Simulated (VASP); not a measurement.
# MgS (Cm) in VASP: further runs, part 2 of 2

VASP 6.6.1.

**4. Single point, PBEsol (atom 1 (Mg) moved by (-0.150, +0.000) A along x and z)**

INCAR

```
PREC = Accurate
ENCUT = 520
EDIFF = 1E-7
ISMEAR = 0
SIGMA = 0.05
LREAL = F
LASPH = T
NELM = 100
ALGO = Normal
ISIF = 2
LWAVE = F
LCHARG = F
GGA = PS
NBANDS = 11
```

KPOINTS

```
Automatic mesh
0
Gamma
  8 8 8
```

POSCAR

```
MgS
1.0
    0.0000000000      2.8331200468      2.8331200468
    2.8331200468      0.0000000000      2.8331200468
    2.8331200468      2.8331200468      0.0000000000
Mg S
1 1
Direct
    0.0264725810     -0.0264725810     -0.0264725810
    0.7500000000      0.7500000000      0.7500000000
```

Potentials or basis: VASP PAW PBE potentials, release 64 (Mg, S).

Command:

```console
> cat potpaw_PBE.64/Mg/POTCAR potpaw_PBE.64/S/POTCAR > POTCAR
> mpirun -np 1 vasp_std > vasp.out
```

OUTCAR:

```text
PREC = Accurate
   ENCUT = 520
   EDIFF = 1E-7
   ISMEAR = 0
   LREAL = F
   LASPH = T
   NELM = 100
   ISIF = 2
   GGA = PS

 ion  position               nearest neighbor table
   1  0.026  0.974  0.974-   2 2.37   2 2.37   2 2.54   2 2.54
   2  0.750  0.750  0.750-   1 2.37   1 2.37   1 2.54   1 2.54

  LATTYP: Found a face centered cubic cell.
 ALAT       =     5.6662400936

  Lattice vectors:

 A1 = (   0.0000000000,   2.8331200468,   2.8331200468)
 A2 = (   2.8331200468,   0.0000000000,   2.8331200468)
 A3 = (   2.8331200468,   2.8331200468,   0.0000000000)
[... 513 lines left out ...]
      6       7.8126      0.00000
      7       9.0290      0.00000
      8       9.5437      0.00000
      9      12.1721      0.00000
     10      13.5808      0.00000
     11      14.6769      0.00000

 [... further k-points ...]
[... 5 lines left out ...]
  --------------------------------------------------------------------------------------
  -------------------------------------------------------------------------------------
  Total       -0.1424242      0.0790063      0.0790063      0.0000000      0.9121735      0.0000000
  in kB       -5.0172940      2.7832189      2.7832189      0.0000000     32.1338744      0.0000000
  external PRESSURE =       0.1830480 kB  Pullay stress =       0.0000000 kB

 VOLUME and BASIS-vectors are now :
 -----------------------------------------------------------------------------
  energy-cutoff  :      520.00
  volume of cell :       45.48
      direct lattice vectors                 reciprocal lattice vectors
     0.000000000  2.833120047  2.833120047    -0.176483874  0.176483874  0.176483874
     2.833120047  0.000000000  2.833120047     0.176483874 -0.176483874  0.176483874
     2.833120047  2.833120047  0.000000000     0.176483874  0.176483874 -0.176483874

 POSITION                                       TOTAL-FORCE (eV/Angst)
 -----------------------------------------------------------------------------------
      5.51624      2.83312      2.83312         0.813698     -0.000000     -0.000000
      4.24968      4.24968      4.24968        -0.813698      0.000000      0.000000
 -----------------------------------------------------------------------------------
    total drift:                               -0.000028      0.000000      0.000000

  FREE ENERGIE OF THE ION-ELECTRON SYSTEM (eV)
  ---------------------------------------------------
  free  energy   TOTEN  =        -8.8555627683 eV

  energy  without entropy=       -8.8555627683  energy(sigma->0) =       -8.85556277
```

stdout:

```text
POSCAR found type information on POSCAR MgS
 POSCAR found :  2 types and       2 ions
 scaLAPACK will be used
 -----------------------------------------------------------------------------
|                                                                             |
|                                                                             |
|     You enforced a specific xc type in the INCAR file but a different       |
|     I HOPE YOU KNOW WHAT YOU ARE DOING!                                     |
|                                                                             |
 -----------------------------------------------------------------------------

 LDA part: xc-table for (Slater+PW92), standard interpolation
 POSCAR, INCAR and KPOINTS ok, starting setup
 FFT: planning ... GRIDC
 FFT: planning ... GRID_SOFT
 FFT: planning ... GRID
 WAVECAR not read
 entering main loop
```

Run time: 27 s. Hardware: 1 thread of Intel Xeon Platinum 8375C at 2.90GHz (Ice Lake), shared host; peak memory 0.2 GiB.

What came out:

```yaml
Free_energy: -8.8556 eV
Pressure: 0.0 GPa
Largest_force: 0.814 eV/Å
Band_gap_on_the_k_mesh: 3.10 eV, direct
```

Forces on the atoms (eV/Å):
```
Mg   0.814  0.000  0.000
S   -0.814  0.000  0.000
```

Caveat: the PAW data sets were made with another functional, which shifts forces and pressure a little. A k mesh can miss the band edges.

**5. Single point, PBEsol (atom 1 (Mg) moved by (-0.300, -0.150) A along x and z)**

INCAR

```
SYSTEM = MgS
PREC = Accurate
ENCUT = 520
EDIFF = 1E-6
ISMEAR = 0
SIGMA = 0.05
LREAL = .FALSE.
LASPH = .TRUE.
NELM = 100
ALGO = Fast
ISIF = 2
LWAVE = .FALSE.
LCHARG = .FALSE.
GGA = PS
NBANDS = 11
```

KPOINTS

```
regular mesh
0
G
  8 8 8
  0 0 0
```

POSCAR: that of step 4 with these lines changed.

```diff
@@ -8,3 +8,3 @@
 Direct
-    0.0264725810     -0.0264725810     -0.0264725810
+    0.0264725810     -0.0794177431     -0.0264725810
     0.7500000000      0.7500000000      0.7500000000
```

Command:

```console
> cat potpaw_PBE.64/Mg/POTCAR potpaw_PBE.64/S/POTCAR > POTCAR
> mpirun -np 1 vasp_std > vasp.out
```

Wall time 78 s (1 thread of Intel Xeon Platinum 8375C at 2.90GHz (Ice Lake), shared host); peak memory 0.27 GiB.

The run converged. Its results:

| Property | Result |
| --- | --- |
| Free energy | -8.5981 eV |
| Pressure | 2.2 GPa |
| Largest force | 2.169 eV/Å |
| Band gap on the k mesh | 2.87 eV, direct |

Forces on the atoms (eV/Å):
```
Mg   1.672  0.915  1.034
S   -1.672 -0.915 -1.034
```

Stress tensor (GPa, compression positive):
```
0.31 3.83 2.40
3.83 3.75 7.08
2.40 7.08 2.68
```

Levels at points of the mesh, in eV from the valence-band top:
```csv
k point,band 1,band 2,band 3,band 4,band 5,band 6,band 7,band 8
"(0.00, 0.00, 0.00)",-11.64,-0.79,-0.33,0.00,2.87,7.46,7.57,7.70
"(0.50, 0.00, 0.00)",-10.94,-3.63,-0.88,-0.37,4.55,6.94,7.61,7.97
"(0.00, 0.50, 0.00)",-10.99,-3.27,-1.07,-0.62,4.58,6.84,7.26,8.05
"(0.00, 0.00, 0.50)",-10.97,-3.44,-1.06,-0.41,4.55,6.92,7.44,8.03
"(0.50, 0.50, 0.50)",-10.92,-3.78,-0.70,-0.38,4.64,7.16,7.57,7.85
"(0.50, 0.50, 0.00)",-10.74,-3.25,-1.49,-1.23,3.32,5.11,10.37,11.87
"(0.00, 0.50, 0.50)",-10.74,-3.17,-1.69,-1.16,3.35,5.22,10.39,11.76
"(0.50, 0.00, 0.50)",-10.73,-3.27,-1.38,-1.31,3.31,5.08,10.36,11.86
```

Caveat: the PAW data sets were made with another functional, which shifts forces and pressure a little. A k mesh can miss the band edges.

**6. The runs side by side**

```csv
cell,gap on the mesh (eV),pressure (GPa),largest force (eV/Å)
"atom 1 (Mg) moved by (-0.150, -0.150) A along x and z",3.02,0.6,1.31
"atom 1 (Mg) moved by (-0.300, +0.000) A along x and z",2.92,1.6,1.56
"atom 1 (Mg) moved by (-0.150, +0.000) A along x and z",3.10,0.0,0.81
"atom 1 (Mg) moved by (-0.300, -0.150) A along x and z",2.87,2.2,2.17
```

Alike in all rows: task single point; level PBEsol; potentials or basis VASP PAW PBE potentials, release 64 (Mg, S); no spin polarisation; k mesh 8 × 8 × 8; cutoff (eV) 520; smearing gaussian 0.05 eV.

Caveats: the PAW data sets were made with another functional, which shifts forces and pressure a little.

Total energies depend on the potentials used, so only differences within one code and one set of settings carry meaning.
